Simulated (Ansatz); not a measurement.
# SnO2 (R-3m) in Ansatz: further runs

Runs on SnO2. Level: PBEsol. Tasks: single point, equation of state.

Everything below comes from runs of Ansatz 0.2.0. Logs are shortened: lines on timing, memory, paths and dates and some standing lists are left out, and cuts for length are marked.

**1. The structure**

Symmetry: R-3m, No. 166, trigonal system. Conventional cell: a = 3.234 Å, b = 3.234 Å, c = 14.402 Å, α = 90.00°, β = 90.00°, γ = 120.00°. Sn (site symmetry -3m) has 6 O at 2.13 Å as nearest neighbours. O (site symmetry 3m) is surrounded by 3 Sn at 2.13 Å.

Measurements of this composition are mostly on another form, of space group No. 136.

**2. Single point, PBEsol, 13.63 Å³/atom (volume scaled by 0.94)**

Contents of input.yaml:

```yaml
crystal:
  lattice:
    - [1.584081913, 0.9145701189, 4.7025938089]
    - [-1.584081913, 0.9145701189, 4.7025938089]
    - [0.0, -1.8291402378, 4.7025938089]
  atoms:
    - { symbol: Sn, position: [0.5, 0.5, 0.5] }
    - { symbol: O, position: [0.76283, 0.76283, 0.76283] }
    - { symbol: O, position: [0.23717, 0.23717, 0.23717] }
kpoints:
  mp_grid: { grid: [10, 10, 10] }
scf:
  occupations: { method: fermi_dirac, width: 0.05 }
hamiltonian:
  xc: pbesol
  pseudopotentials: { kind: all_electron, lapw: { basis_error: 0.002 } }
output:
  forces: true
  stress: true
  eigenvalues: true
```

Potentials or basis: all-electron LAPW, scalar-relativistic.

The run is started by

```
$ ansatz run input.yaml --threads 2 --pin off --max-ram 6144MiB --backend cpu --events-out ev --progress --plain --runs-dir out
```

The log of the run:

```text
Warning: RAYON_NUM_THREADS=2 ignored (pool sized by the plan → 2); use --threads N
LAPW: plane waves up to 9.843 Å⁻¹, error target 2.0e-3 eV per atom; small_component_spin mean_spin; O in spheres of 0.916 Å, 8 of its electrons in bands, Dirac shells []; Sn in spheres of 1.166 Å, 32 of its electrons in bands, Dirac shells [] (how accurate: hamiltonian.pseudopotentials.lapw.basis_error, Limitations)
Engine: ansatz 0.2.0, aarch64-unknown-linux-gnu
Pseudopotentials: kind: all_electron
Pseudopotential: Sn, LAPW, valence charge 32, lapw/all_electron/scalar/gaussian/Sn, Koelling and Harmon's equation, gaussian nucleus
Pseudopotential: O, LAPW, valence charge 8, lapw/all_electron/scalar/gaussian/O, Koelling and Harmon's equation, gaussian nucleus
Functional definition: PBEsol
  exchange = pbesol_x
  correlation = pbesol_c
Crystal: 3 atoms, lattice volume = 40.877 Å³
Basis set: ecut = 369.147505779687 eV, 651 PW (Γ), FFT grids on a1−a3, a2−a3, a3, exchange–correlation at level 2
Bands: 29, of which v1, the nominal top of the filled ones, is band 24 counted from 1 (23 counted from 0)
Symmetry: 12 space group operations
Space group: R-3m (ITA 166), of the structure as read, at distance tolerance 3.4e-5 Å
k-points: 116 of 1000
Non-local potential: Sn, projectors of the file, none
Non-local potential: O, projectors of the file, none
Initial density: superposition of atomic densities (chi_scale 0.1, normalization cell, long waves kept (reshape's long-wave potential 0.14 eV rms))
Initial wavefunctions: plane waves of lowest kinetic energy (no species holds an atomic orbital)
Functional: x = pbesol(κ = 0.804, μ = 0.12345679012345678), c = pbesol(β = 0.046)
iter 1 solved again at ethr=1.22e-2 eV; its pass at ethr=1.00e-1 eV (dr2=5.84e0 eV) is discarded
SCF iter   1: F=—  HF=-172100.966324 eV  |F-HF|=—  |Δ(HF+E_count)|=         —  Δρ=1.10e-1  dr2=5.84e0  ethr=1.22e-2  ⟨swp⟩=2.0  Hψ=20865  notcnv=0
preconditioner: auto → none  [insulator: Δε(μ)=4.071 eV  Ē_g=20.784 eV  σ=0.050 eV  W_gap=1.00  n_scr=16 (ndim 8)  ℏωp=29.6 eV  f_vac=0.210  D(μ)=0.00/eV (n_scr^D=0)  ε∞_Penn≈3.0]
iter 2 solved again at ethr=1.20e-3 eV; its pass at ethr=1.22e-2 eV (dr2=5.75e-1 eV) is discarded
SCF iter   2: F=—  HF=-172098.921874 eV  |F-HF|=—  |Δ(HF+E_count)|=    2.04e0  Δρ=3.87e-2  dr2=5.75e-1  ethr=1.20e-3  ⟨swp⟩=2.0  Hψ=17395  notcnv=0  defer=1
SCF iter   3: F=—  HF=-172098.183628 eV  |F-HF|=—  |Δ(HF+E_count)|=   7.38e-1  Δρ=1.46e-2  dr2=9.27e-2  ethr=1.20e-3  ⟨swp⟩=3.0  Hψ=11172  notcnv=0
SCF iter   4: F=—  HF=-172098.167981 eV  |F-HF|=—  |Δ(HF+E_count)|=         —  Δρ=1.36e-3  dr2=1.48e-3  ethr=1.93e-4  ⟨swp⟩=2.0  Hψ=10208  notcnv=0
the basis was enlarged: its passes take 254.6 KiB over the memory plan, 2 of 2 planned eigensolver slots
SCF iter   5: F=—  HF=-172098.166627 eV  |F-HF|=—  |Δ(HF+E_count)|=   1.35e-3  Δρ=5.02e-4  dr2=1.15e-4  ethr=3.07e-6  ⟨swp⟩=3.0  Hψ=10302  notcnv=0
SCF iter   6: F=—  HF=-172098.166591 eV  |F-HF|=—  |Δ(HF+E_count)|=   3.56e-5  Δρ=2.22e-4  dr2=2.83e-5  ethr=2.39e-7  ⟨swp⟩=3.0  Hψ=10285  notcnv=0
SCF iter   7: F=—  HF=-172098.166585 eV  |F-HF|=—  |Δ(HF+E_count)|=   6.14e-6  Δρ=5.61e-5  dr2=1.58e-6  ethr=5.89e-8  ⟨swp⟩=2.1  Hψ=9640  notcnv=0
SCF iter   8: F=-172098.166585 eV  HF=-172098.166585 eV  |F-HF|=1.46e-8  |Δ(HF+E_count)|=   1.84e-7  Δρ=7.51e-6  dr2=2.42e-8  ethr=3.29e-9  ⟨swp⟩=2.0  Hψ=9628  notcnv=0
SCF 1 converged in 8 iterations: F = -172098.166585 eV  dr2 = 2.42e-8
the search or the solves at the SCF's close seem to have found levels that the self-consistency loop had missed (the run counts 1). By its estimate they hold under 1e-12 electrons; where the run keeps them, the occupations were computed again with them
SCF converged after 8 iterations
Free energy (F): -172098.166585 eV
Harris-Foulkes:  -172098.166585 eV  (|F-HF|=1.46e-8)
Internal energy: -172098.166585 eV  (E = F + TS)
E sigma→0 (E₀):  -172098.166585 eV
Fermi energy:    10.024036 eV
--- Per-component energies (eV) ---
  E_band       = -7294.714497
  E_kinetic    = 180767.172071
  E_xc         = -4876.720948
  E_electrostatic = -347988.617708  (all electrons and nuclei)
  E_smearing   = -0.000000  (= −TS)
  E_closure    = 0.000000  (closes the sum)
  E_atoms      = -172078.836986  (free atoms, spherical and without spin; not in F)
  Σ components = -172098.166585   (vs F -172098.166585, Δ=0.00e0)
  Basis errors (estimates in eV, not in F): energy 9.1e-4 per atom: plane waves 8.2e-4 (5.0e-4 summed), levels above the bands 7.6e-103, relativity 4.6e-8, radial functions 8.5e-5, core shells 2.0e-7; eigenvalues (radial functions only) 5.9e-5; not estimated: angular momenta, meshes, grids; target (lapw.basis_error) 2.0e-3; muffin-tin radii O 0.916 Å, Sn 1.166 Å
--- Forces (eV/Å), atoms counted from 1 ---
  atom   1  Sn     0.00000000     0.00000000     0.00000000
  atom   2  O      0.00000000     0.00000000    -0.29279402
  atom   3  O      0.00000000    -0.00000000     0.29279402
  max |Σ_I F_I| component: 0.00e0 eV/Å
--- Stress (GPa, compression-positive) ---
        5.585477       0.000000       0.000000
        0.000000       5.585477      -0.000000
        0.000000      -0.000000       1.791288
  P = ⅓ Tr σ = 4.3207 GPa (43.207 kbar)
--- Band table (eV; the first three rows and the last of 116) ---
  k-point 0: bands = ["-493.3351", "-493.3351", "-457.5624", "-457.5437", "-457.5437", "-457.5026", "-457.5026", "-118.4077", "-74.3188", "-74.2503", "-74.2503", "-11.2183", "-10.9241", "-10.9241", "-10.6539", "-10.6539", "-9.3730", "-7.4376", "4.8106", "7.4236", "7.4236", "7.8911", "7.8911", "8.5896", "11.0460", "14.6561", "20.2325", "20.2325", "20.8005"]
  k-point 1: bands = ["-493.3351", "-493.3351", "-457.5624", "-457.5437", "-457.5437", "-457.5026", "-457.5026", "-118.4077", "-74.3187", "-74.2510", "-74.2505", "-11.1662", "-11.0153", "-10.8975", "-10.6838", "-10.6557", "-9.3087", "-7.2554", "4.7058", "6.8219", "7.1597", "7.5988", "7.9983", "8.6663", "11.6847", "15.0756", "19.2342", "20.4736", "21.2817"]
  k-point 2: bands = ["-493.3351", "-493.3351", "-457.5624", "-457.5437", "-457.5437", "-457.5026", "-457.5026", "-118.4076", "-74.3185", "-74.2528", "-74.2510", "-11.3178", "-10.9711", "-10.8353", "-10.7260", "-10.6521", "-9.0961", "-6.8355", "4.2117", "5.9597", "6.6553", "7.0411", "8.1088", "8.6657", "12.9343", "15.9903", "18.1761", "21.0545", "21.4178"]
  k-point 115: bands = ["-493.3351", "-493.3351", "-457.5624", "-457.5437", "-457.5437", "-457.5026", "-457.5026", "-118.4077", "-74.3188", "-74.2503", "-74.2503", "-11.2157", "-10.9238", "-10.9238", "-10.6537", "-10.6537", "-9.2580", "-7.6058", "5.3116", "7.3168", "7.3544", "7.3544", "7.9456", "7.9456", "12.3927", "14.6523", "20.4382", "20.4382", "20.9071"]
```

Wall time 29 s (2 threads of Arm Neoverse V1, shared host); peak memory 0.65 GiB.

What came out:

| Quantity | Value |
| --- | --- |
| Free energy | -172098.1666 eV |
| Pressure | 4.3 GPa |
| Largest force | 0.293 eV/Å |
| Band gap on the k mesh | 2.28 eV, indirect (least direct gap 2.46 eV) |

Caveat: spin-orbit coupling is left out, which moves the levels of the heavy elements.

**3. Single point, PBEsol, 13.92 Å³/atom (volume scaled by 0.96)**

input.yaml, as its differences from that of step 2:

```diff
@@ -2,5 +2,5 @@
   lattice:
-    - [1.584081913, 0.9145701189, 4.7025938089]
-    - [-1.584081913, 0.9145701189, 4.7025938089]
-    - [0.0, -1.8291402378, 4.7025938089]
+    - [1.5952377869, 0.9210109657, 4.7357117578]
+    - [-1.5952377869, 0.9210109657, 4.7357117578]
+    - [0.0, -1.8420219315, 4.7357117578]
   atoms:
```

Potentials or basis: all-electron LAPW, scalar-relativistic.

The run is started by

```
$ ansatz run input.yaml --threads 2 --pin off --max-ram 6144MiB --backend cpu --events-out ev --progress --plain --runs-dir out
```

Run time: 28 s. Hardware: 2 threads of Arm Neoverse V1, shared host; peak memory 0.64 GiB.

It converged, with:

```
Free energy            : -172098.1802 eV
Pressure               : 0.8 GPa
Largest force          : 0.041 eV/Å
Band gap on the k mesh : 2.13 eV, indirect (least direct gap 2.29 eV)
```

Caveat: spin-orbit coupling is left out, which moves the levels of the heavy elements.

**4. Single point, PBEsol, 14.21 Å³/atom (volume scaled by 0.98)**

input.yaml, as its differences from that of step 3:

```diff
@@ -2,5 +2,5 @@
   lattice:
-    - [1.5952377869, 0.9210109657, 4.7357117578]
-    - [-1.5952377869, 0.9210109657, 4.7357117578]
-    - [0.0, -1.8420219315, 4.7357117578]
+    - [1.6062397745, 0.9273629662, 4.768372871]
+    - [-1.6062397745, 0.9273629662, 4.768372871]
+    - [0.0, -1.8547259325, 4.768372871]
   atoms:
```

The run is started by

```
$ ansatz run input.yaml --threads 2 --pin off --max-ram 6144MiB --backend cpu --events-out ev --progress --plain --runs-dir out
```

Run time: 28 s. Hardware: 2 threads of Arm Neoverse V1, shared host; peak memory 0.65 GiB.

It converged, with:

| Quantity | Value |
| --- | --- |
| Free energy | -172098.1758 eV |
| Pressure | -2.4 GPa |
| Largest force | 0.188 eV/Å |
| Band gap on the k mesh | 2.00 eV, indirect (least direct gap 2.13 eV) |

Caveat: spin-orbit coupling is left out, which moves the levels of the heavy elements.

**5. Single point, PBEsol, 14.50 Å³/atom**

input.yaml, as its differences from that of step 4:

```diff
@@ -2,5 +2,5 @@
   lattice:
-    - [1.6062397745, 0.9273629662, 4.768372871]
-    - [-1.6062397745, 0.9273629662, 4.768372871]
-    - [0.0, -1.8547259325, 4.768372871]
+    - [1.6170930752, 0.9336291223, 4.800592584]
+    - [-1.6170930752, 0.9336291223, 4.800592584]
+    - [0.0, -1.8672582446, 4.800592584]
   atoms:
```

The run is started by

```
$ ansatz run input.yaml --threads 2 --pin off --max-ram 6144MiB --backend cpu --events-out ev --progress --plain --runs-dir out
```

Wall time 29 s (2 threads of Arm Neoverse V1, shared host); peak memory 0.65 GiB.

Results (log left out):

| Quantity | Value |
| --- | --- |
| Free energy | -172098.1552 eV |
| Pressure | -5.1 GPa |
| Largest force | 0.398 eV/Å |
| Band gap on the k mesh | 1.87 eV, indirect (least direct gap 1.99 eV) |

Caveat: spin-orbit coupling is left out, which moves the levels of the heavy elements.

**6. Single point, PBEsol, 14.79 Å³/atom (volume scaled by 1.02)**

input.yaml, as its differences from that of step 5:

```diff
@@ -2,5 +2,5 @@
   lattice:
-    - [1.6170930752, 0.9336291223, 4.800592584]
-    - [-1.6170930752, 0.9336291223, 4.800592584]
-    - [0.0, -1.8672582446, 4.800592584]
+    - [1.627802613, 0.9398122768, 4.8323855144]
+    - [-1.627802613, 0.9398122768, 4.8323855144]
+    - [0.0, -1.8796245536, 4.8323855144]
   atoms:
```

Potentials or basis: all-electron LAPW, scalar-relativistic.

The run is started by

```
$ ansatz run input.yaml --threads 2 --pin off --max-ram 6144MiB --backend cpu --events-out ev --progress --plain --runs-dir out
```

It took 28 s on 2 threads of Arm Neoverse V1, shared host; peak memory 0.64 GiB.

It converged, with:

```
Free energy            : -172098.1204 eV
Pressure               : -7.6 GPa
Largest force          : 0.590 eV/Å
Band gap on the k mesh : 1.75 eV, indirect (least direct gap 1.85 eV)
```

Caveat: spin-orbit coupling is left out, which moves the levels of the heavy elements.

**7. Single point, PBEsol, 15.08 Å³/atom (volume scaled by 1.04)**

input.yaml, as its differences from that of step 6:

```diff
@@ -2,5 +2,5 @@
   lattice:
-    - [1.627802613, 0.9398122768, 4.8323855144]
-    - [-1.627802613, 0.9398122768, 4.8323855144]
-    - [0.0, -1.8796245536, 4.8323855144]
+    - [1.638373056, 0.9459151249, 4.8637655204]
+    - [-1.638373056, 0.9459151249, 4.8637655204]
+    - [0.0, -1.8918302499, 4.8637655204]
   atoms:
```

The run is started by

```
$ ansatz run input.yaml --threads 2 --pin off --max-ram 6144MiB --backend cpu --events-out ev --progress --plain --runs-dir out
```

It took 28 s on 2 threads of Arm Neoverse V1, shared host; peak memory 0.64 GiB.

Results (log left out):

```yaml
Free_energy: -172098.0729 eV
Pressure: -9.8 GPa
Largest_force: 0.765 eV/Å
Band_gap_on_the_k_mesh: 1.64 eV, indirect (least direct gap 1.73 eV)
```

Caveat: spin-orbit coupling is left out, which moves the levels of the heavy elements.

**8. Single point, PBEsol, 15.37 Å³/atom (volume scaled by 1.06)**

input.yaml, as its differences from that of step 7:

```diff
@@ -2,5 +2,5 @@
   lattice:
-    - [1.638373056, 0.9459151249, 4.8637655204]
-    - [-1.638373056, 0.9459151249, 4.8637655204]
-    - [0.0, -1.8918302499, 4.8637655204]
+    - [1.6488088345, 0.9519402245, 4.8947457539]
+    - [-1.6488088345, 0.9519402245, 4.8947457539]
+    - [0.0, -1.903880449, 4.8947457539]
   atoms:
```

The run is started by

```
$ ansatz run input.yaml --threads 2 --pin off --max-ram 6144MiB --backend cpu --events-out ev --progress --plain --runs-dir out
```

Wall time 24 s (2 threads of Arm Neoverse V1, shared host); peak memory 0.61 GiB.

It converged, with:

```
Free energy            : -172098.0142 eV
Pressure               : -11.8 GPa
Largest force          : 0.924 eV/Å
Band gap on the k mesh : 1.53 eV, indirect (least direct gap 1.61 eV)
```

Caveat: spin-orbit coupling is left out, which moves the levels of the heavy elements.

**9. Equation of state, PBEsol**

Potentials or basis: all-electron LAPW, scalar-relativistic.

No new run: the results of the series are fitted here.

Results:

| Quantity | Value |
| --- | --- |
| Equilibrium volume | 13.98 Å³/atom |
| Bulk modulus at fixed shape and positions | 156 GPa |
| Pressure derivative of the bulk modulus | 4.8 |

Energy against volume, from the lowest point:
| volume (Å³/atom) | energy (meV/atom) |
| --- | --- |
| 13.626 | 4.55 |
| 13.916 | 0.00 |
| 14.206 | 1.49 |
| 14.496 | 8.34 |
| 14.785 | 19.95 |
| 15.075 | 35.77 |
| 15.365 | 55.33 |

Caveat: the cell was scaled at fixed shape and fractional positions, which overstates the stiffness of a crystal with free parameters, most of all of layers and chains.
